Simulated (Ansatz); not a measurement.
The geometry is COD entry 4117966, unchecked; take it as a test cell.

MnO: DFT, PBE, PAW with Ansatz's default frozen-core files, scalar-relativistic (Ansatz 0.2.0).

```yaml
crystal:
  lattice:
    - [3.3717009293, 0.0, 0.0]
    - [-1.6858504646, 2.9199786587, 0.0]
    - [0.0, 0.0, 5.3855]
  atoms:
    - { symbol: Mn, position: [0.3333333333, 0.6666666667, 0.01096], spin: 4.0 }
    - { symbol: Mn, position: [0.6666666667, 0.3333333333, 0.51096], spin: 4.0 }
    - { symbol: O, position: [0.3333333333, 0.6666666667, 0.37547] }
    - { symbol: O, position: [0.6666666667, 0.3333333333, 0.87547] }
magnetization:
  spin_polarized: true
kpoints:
  mp_grid: { grid: [14, 14, 8] }
  band_path:
    path:
      - [0.0, 0.0, 0.0]
      - [0.5, 0.0, 0.0]
      - [0.3333333333, 0.3333333333, 0.0]
      - [0.0, 0.0, 0.0]
      - [0.0, 0.0, 0.5]
      - [0.5, 0.0, 0.5]
      - [0.3333333333, 0.3333333333, 0.5]
      - [0.0, 0.0, 0.5]
      - [0.5, 0.0, 0.5]
    npoints: 8
scf:
  occupations: { method: fermi_dirac, width: 0.05 }
hamiltonian:
  xc: pbe
  pseudopotentials: { kind: paw }
output:
  forces: true
  stress: true
  eigenvalues: true
  efg: { contact_densities: true }
  populations: true
  bader: true
  dos: { projected: true, de: 0.2, e_range: [-14, 8] }
```

Output:

```
Engine: ansatz 0.2.0
Pseudopotentials: kind: paw
Pseudopotential: Mn, paw, valence charge 15, recommended cutoff 420 eV (normal)
Pseudopotential: O, paw, valence charge 6, recommended cutoff 420 eV (normal)
Functional definition: PBE
  parameter kappa = 0.804
  parameter beta = 0.06672455060314922
  exchange = pbe_x(kappa = kappa, mu = beta*pi^2/3)
  correlation = pbe_c(beta = beta)
Crystal: 4 atoms, lattice volume = 53.022 Å³
Basis set: ecut = 420 eV, 1085 PW (Γ), exchange–correlation on 48×48×72 points (8 copies of the dense FFT grid, shifted against one another)
Bands: 30, of which v1, the nominal top of the filled ones, is band 21 counted from 1 (20 counted from 0)
Symmetry: 12 space group operations
Space group: P63mc (ITA 186), of the structure as read, at distance tolerance 3.8e-5 Å
Magnetic group: BNS 186.203 (UNI 1433), of the structure as read, at distance tolerance 3.8e-5 Å
k-points: 120 of 1568 (time reversal used)
Non-local potential: Mn, projectors of the file, l = 0: 3, l = 1: 2, l = 2: 3, l = 3: 1
Non-local potential: O, projectors of the file, l = 0: 2, l = 1: 2, l = 2: 1
PAW form: soft (Blöchl's): semilocal exchange-correlation on the pseudo side does not see the compensation charge
PAW one-centre angular grid: Mn, 590 points (default); XC on 64 Gauss nodes
PAW one-centre angular grid: O, 110 points (default); XC on 64 Gauss nodes
Initial density: superposition of atomic densities (chi_scale 0.1, normalization cell, long waves kept (reshape's long-wave potential 0.00 eV rms))
Starting moments: Σ|m| = 8 μB on 2 of 4 sites
Initial wavefunctions: pseudopotential atomic-orbital guess
Functional: x = pbe(κ = 0.804, μ = 0.2195149727645171), c = pbe(β = 0.06672455060314922)
SCF iter   1: F=—  HF=-8933.124899 eV  |F-HF|=—  |Δ(HF+E_count)|=         —  Δρ=1.40e-1 (↑1.40e-1 ↓4.92e-2)  dr2=9.32e0  dr2_m=2.80e0  M=9.848 μB ∫|m|=9.848 μB  β_m=0.30  ethr=3.10e-3  ⟨swp⟩=5.0  Hψ=24554  notcnv=0
Mixer restart at iter 1: flushing history
preconditioner: auto → Kerker (q_TF=auto, 2.624 Å⁻¹)  [metal: Δε(μ)=0.017 eV  Ē_g=9.689 eV  σ=0.050 eV  W_gap=0.08  n_scr=22 (ndim 8)  ℏωp=26.0 eV  f_vac=0.000  D(μ)=1.62/eV (n_scr^D=10)]
spin=Collinear: Kerker preconditioning applied to the charge; magnetization (m = ρ↑ − ρ↓) channel mixes plain (no charge-response kernel on spin).
SCF iter   2: F=—  HF=-8932.488275 eV  |F-HF|=—  |Δ(HF+E_count)|=   6.37e-1  Δρ=8.12e-2 (↑8.12e-2 ↓3.05e-2)  dr2=2.66e0  dr2_m=1.23e0  M=9.977 μB ∫|m|=9.977 μB  β_m=0.47  ethr=3.10e-3  ⟨swp⟩=2.9  Hψ=16577  notcnv=0  defer=368
SCF iter   3: F=—  HF=-8932.368626 eV  |F-HF|=—  |Δ(HF+E_count)|=   1.20e-1  Δρ=1.63e-2 (↑1.63e-2 ↓1.33e-2)  dr2=3.70e-1  dr2_m=4.13e-2  M=9.980 μB ∫|m|=9.980 μB  β_m=0.56  ethr=3.10e-3  ⟨swp⟩=3.0  Hψ=13649  notcnv=0  defer=368
SCF iter   4: F=—  HF=-8932.327942 eV  |F-HF|=—  |Δ(HF+E_count)|=   4.07e-2  Δρ=6.66e-3 (↑6.66e-3 ↓5.94e-3)  dr2=7.91e-2  dr2_m=3.45e-3  M=9.990 μB ∫|m|=9.990 μB  β_m=0.78  ethr=8.82e-4  ⟨swp⟩=2.2  Hψ=10507  notcnv=0  defer=364
SCF iter   5: F=—  HF=-8932.339427 eV  |F-HF|=—  |Δ(HF+E_count)|=         —  Δρ=4.40e-3 (↑4.40e-3 ↓2.23e-3)  dr2=1.30e-2  dr2_m=1.27e-3  M=9.992 μB ∫|m|=9.992 μB  β_m=0.78  ethr=1.88e-4  ⟨swp⟩=2.1  Hψ=11775  notcnv=0  defer=364
Mixer restart at iter 5: flushing history
SCF iter   6: F=—  HF=-8932.343431 eV  |F-HF|=—  |Δ(HF+E_count)|=   4.00e-3  Δρ=1.66e-3 (↑1.66e-3 ↓1.03e-3)  dr2=3.56e-3  dr2_m=1.99e-4  M=9.995 μB ∫|m|=9.995 μB  β_m=0.75  ethr=3.10e-5  ⟨swp⟩=2.0  Hψ=13592  notcnv=0  defer=364
SCF iter   7: F=—  HF=-8932.344356 eV  |F-HF|=—  |Δ(HF+E_count)|=   9.25e-4  Δρ=9.50e-4 (↑9.50e-4 ↓7.01e-4)  dr2=1.27e-3  dr2_m=4.85e-5  M=9.994 μB ∫|m|=9.994 μB  β_m=0.87  ethr=8.47e-6  ⟨swp⟩=2.3  Hψ=12989  notcnv=0  defer=364
SCF iter   8: F=—  HF=-8932.345337 eV  |F-HF|=—  |Δ(HF+E_count)|=   9.82e-4  Δρ=3.89e-4 (↑3.89e-4 ↓3.54e-4)  dr2=3.31e-4  dr2_m=6.26e-6  M=9.994 μB ∫|m|=9.994 μB  β_m=0.94  ethr=3.02e-6  ⟨swp⟩=2.1  Hψ=10289  notcnv=0  defer=364
SCF iter   9: F=—  HF=-8932.345683 eV  |F-HF|=—  |Δ(HF+E_count)|=   3.46e-4  Δρ=1.71e-4 (↑1.71e-4 ↓1.17e-4)  dr2=3.15e-5  dr2_m=1.54e-6  M=9.995 μB ∫|m|=9.995 μB  β_m=0.97  ethr=7.87e-7  ⟨swp⟩=2.0  Hψ=9819  notcnv=0  defer=364
SCF iter  10: F=—  HF=-8932.345866 eV  |F-HF|=—  |Δ(HF+E_count)|=   1.83e-4  Δρ=3.74e-5 (↑3.74e-5 ↓3.47e-5)  dr2=2.04e-6  dr2_m=6.82e-8  M=9.995 μB ∫|m|=9.995 μB  β_m=0.98  ethr=7.51e-8  ⟨swp⟩=2.1  Hψ=10785  notcnv=0  defer=364
SCF iter  11: F=—  HF=-8932.345866 eV  |F-HF|=—  |Δ(HF+E_count)|=   7.82e-7  Δρ=1.04e-5 (↑1.01e-5 ↓1.04e-5)  dr2=2.41e-7  dr2_m=5.80e-9  M=9.995 μB ∫|m|=9.995 μB  β_m=0.99  ethr=4.86e-9  ⟨swp⟩=2.4  Hψ=10956  notcnv=0  defer=364
SCF iter  12: F=-8932.345867 eV  HF=-8932.345867 eV  |F-HF|=5.82e-8  |Δ(HF+E_count)|=   1.73e-7  Δρ=9.36e-6 (↑5.07e-6 ↓9.36e-6)  dr2=8.64e-8  dr2_m=4.76e-9  M=9.995 μB ∫|m|=9.995 μB  ethr=2.38e-10  ⟨swp⟩=5.5  Hψ=28436  notcnv=0
SCF 1 converged in 12 iterations: F = -8932.345867 eV  dr2 = 8.64e-8
  greatest PAW one-centre occupation: 1.004 electrons in one spin orbital (limit 2), on the Mn atom at site 1 (counted from 0), in its partial waves of l = 1
WARN: an SCF from antiferromagnetic starting moments (-4.42, 4.42, 0.00, 0.00 Bohr magnetons, atom by atom) was not made, by what the run has read of turns of its moments that order reads lower: the deck asks for what bars it, or types moments that do (magnetization.spin_polarized, in the input reference, names some of the keys), or the run goes by scf.lower_state_search: light, the default, which as a rule tries one only behind a close that has lost an order of both signs, or on which an open d or half-filled 4f shell of a PAW file has lost a moment that was set nearer to Hund's than to what is left; or, under a Hubbard U, one that names an f shell that the input leaves bare beside given moments, or a larger moment for a shell of low spin that is given one. standard, with a start from the atoms, tries one behind each close (in a relaxation, ahead of its steps or at their end). To set out from that order, type those moments (crystal.atoms[].spin; where shells were raised to Hund's moment, beside crystal.symmetry.detect: false) under scf.lower_state_search: light. The bands of the close that named these starting moments, or of the one ahead of a search that led to it (under cold or Methfessel-Paxton smearing those of the Gaussian ahead of it) read a cost of -698.23 meV for the turn to them, carried on from a small turn (-698.23 by the pairs of d shells alone)
NSCF: frozen V_eff on 65 k-points
SCF converged after 12 iterations
Magnetization: 9.9947 μB (25.9973 up, 16.0027 down)
Absolute magnetization: 9.9947 μB (∫|ρ↑−ρ↓|, with the PAW one-centre terms)
Spin contamination: 0.0122 ħ² per cell (⟨S²⟩ above its minimum at these occupations)
Per-site moments (μB) at R_I (Å): [(3.8396581395597824, 0.8097657995625), (3.839658139559782, 0.8097657995624999), (0.22757408048837097, 0.8097657995625), (0.22757408048837002, 0.8097657995624999)]
Free energy (F): -8932.345867 eV
Harris-Foulkes:  -8932.345867 eV  (|F-HF|=5.82e-8)
Internal energy: -8932.343140 eV  (E = F + TS)
E sigma→0 (E₀):  -8932.344503 eV
Entropy (-TS):   -0.002726 eV (-0.682 meV/atom)
Fermi energy:    10.770774 eV
--- Per-component energies (eV) ---
  E_band       = -612.249361
  E_kinetic    = 947.705557
  E_local      = -5221.403193  (includes V_loc(G=0)·N_el)
  E_nonlocal   = 603.674887
  E_hartree    = 2108.837086
  E_xc         = -368.861047
  E_vxc        = -471.127863  (∫ρ·V_xc dr)
  E_paw        = -2930.128013  (= ΣΔE_a)
  E_vpaw       = -688.780203  (= ΣTr[D̂ρ^β])
  E_aug_tail   = 0.004825  (compensation charges beyond the density's cutoff)
  E_ewald      = -4072.173242
  E_smearing   = -0.002726  (= −TS)
  E_closure    = -0.000000  (closes the sum)
  Σ components = -8932.345867   (vs F -8932.345867, Δ=0.00e0)
--- Forces (eV/Å), atoms counted from 1 ---
  atom   1  Mn    -0.00000000    -0.00000000    -0.63222148
  atom   2  Mn     0.00000000    -0.00000000    -0.63222148
  atom   3  O      0.00000000     0.00000000     0.63224594
  atom   4  O     -0.00000000     0.00000000     0.63224594
  max |Σ_I F_I| component: 4.89e-5 eV/Å
--- Stress (GPa, compression-positive) ---
        3.401335       0.000000      -0.000000
        0.000000       3.401335       0.000000
       -0.000000       0.000000      11.405676
  P = ⅓ Tr σ = 6.0694 GPa (60.694 kbar)
--- PAW observables at the nuclei: V_zz in 10²¹ V/m², potentials from the cell's mean, atoms counted from 1 ---
  atom   1  Mn V_zz =    -2.673420   η = 0.0000   by run symmetry: allowed
            electrostatic potential = -3029.332419 V   contact ρ = 87782.742405 e/Å³   contact ρ_s (e/Å³): all electrons -2.523950, valence +6.737222
  atom   2  Mn V_zz =    -2.673420   η = 0.0000   by run symmetry: allowed
            electrostatic potential = -3029.332419 V   contact ρ = 87782.742405 e/Å³   contact ρ_s (e/Å³): all electrons -2.523950, valence +6.737222
  atom   3  O  V_zz =    +0.133508   η = 0.0000   by run symmetry: allowed
            electrostatic potential = -623.612008 V   contact ρ = 2157.059053 e/Å³   contact ρ_s (e/Å³): all electrons +2.094814, valence +2.409597
  atom   4  O  V_zz =    +0.133508   η = 0.0000   by run symmetry: allowed
            electrostatic potential = -623.612008 V   contact ρ = 2157.059053 e/Å³   contact ρ_s (e/Å³): all electrons +2.094814, valence +2.409597
--- Band table (eV; the first three rows and the last of 240) ---
  k-point 0 ↑: bands = ["-71.0503", "-71.0472", "-39.8210", "-39.8188", "-39.8188", "-39.8128", "-39.8128", "-39.7833", "-9.3125", "-8.7911", "3.6015", "4.3226", "4.5005", "4.5005", "4.8523", "4.8523", "7.5886", "7.5886", "8.0853", "8.1310", "8.1310", "9.2382", "9.6863", "9.6863", "10.7510", "10.7510", "10.8182", "14.4605", "16.3169", "22.2535"]
  k-point 1 ↑: bands = ["-71.0501", "-71.0473", "-39.8196", "-39.8186", "-39.8186", "-39.8130", "-39.8130", "-39.7848", "-9.2923", "-8.8105", "3.5865", "4.2471", "4.5088", "4.5088", "4.8332", "4.8332", "7.6159", "7.6159", "8.1226", "8.1226", "8.2036", "9.3337", "9.7209", "9.7209", "10.7088", "10.7088", "10.8409", "14.1271", "16.6541", "22.2396"]
  k-point 2 ↑: bands = ["-71.0498", "-71.0476", "-39.8179", "-39.8179", "-39.8155", "-39.8136", "-39.8136", "-39.7889", "-9.2350", "-8.8658", "3.5644", "4.0610", "4.5342", "4.5342", "4.7804", "4.7804", "7.6919", "7.6919", "8.0894", "8.0894", "8.5154", "9.5081", "9.8244", "9.8244", "10.5884", "10.5884", "10.9709", "13.4493", "17.3551", "21.3835"]
  k-point 119 ↓: bands = ["-66.2122", "-66.2122", "-35.1063", "-35.1063", "-35.0915", "-35.0915", "-35.0679", "-35.0679", "-8.2722", "-8.2722", "4.7152", "4.7152", "5.1717", "5.1717", "6.1272", "6.1272", "11.3658", "11.3658", "12.2460", "12.2460", "12.6942", "12.6942", "12.9353", "12.9353", "13.3407", "13.3407", "17.8955", "17.8955", "18.5858", "18.5858"]
--- Löwdin populations: 4 sites ---
  site symbol       q [e]    m [muB]
     0     Mn     13.8071     4.5862
     1     Mn     13.8071     4.5862
     2      O      7.0441     0.3395
     3      O      7.0441     0.3395
  spilling = 0.007084 (of n_electrons = 42.000000)
--- Bader charges: 4 sites ---
  site symbol  charge [e]  shift [e]    m [muB]
     0     Mn      1.3537     0.0021     4.5671
     1     Mn      1.3537     0.0021     4.5671
     2      O     -1.3537     0.0021     0.4302
     3      O     -1.3537     0.0021     0.4302
  estimated error of the sums over rays = 2.9e-4 e
```

populations.tsv:

```
# site	symbol	l	j	q_up	q_dn
# orbitals = lowdin
# n_electrons = 42.000000
# spilling = 0.007084
0	Mn	0_3S	-	0.999755	0.999746
0	Mn	0_4S	-	0.261990	0.196973
0	Mn	1_3P	-	2.998919	2.997437
0	Mn	2_3D	-	4.936006	0.416313
1	Mn	0_3S	-	0.999755	0.999746
1	Mn	0_4S	-	0.261990	0.196973
1	Mn	1_3P	-	2.998919	2.997437
1	Mn	2_3D	-	4.936006	0.416313
2	O	0_2S	-	0.940738	0.893080
2	O	1_2P	-	2.751074	2.459204
3	O	0_2S	-	0.940738	0.893080
3	O	1_2P	-	2.751074	2.459204
```

bader_charges.tsv:

```
# site	symbol	x_ang	y_ang	z_ang	partial_charge_e	electrons	volume_ang3	relative_density_drop	shared_charge_e	partial_wave_shift_e	spin_moment_mub
# quadrature_error_electrons = 2.9e-4
0	Mn	0.0000	1.9467	0.0590	1.35367	23.64633	12.25	-	1.35367	0.00207	4.56712
1	Mn	1.6859	0.9733	2.7518	1.35367	23.64633	12.25	-	1.35367	0.00207	4.56712
2	O	0.0000	1.9467	2.0221	-1.35368	9.35368	14.26	-	-1.35368	0.00207	0.43022
3	O	1.6859	0.9733	4.7148	-1.35367	9.35367	14.26	-	-1.35367	0.00207	0.43022
```

Semilocal functionals without U often leave such compounds metallic or with too small a gap, and the real magnetic order may differ.

Runs of this kind can end on a higher state of the open shell or of the magnetic order, so this needn't be the ground state of the method.
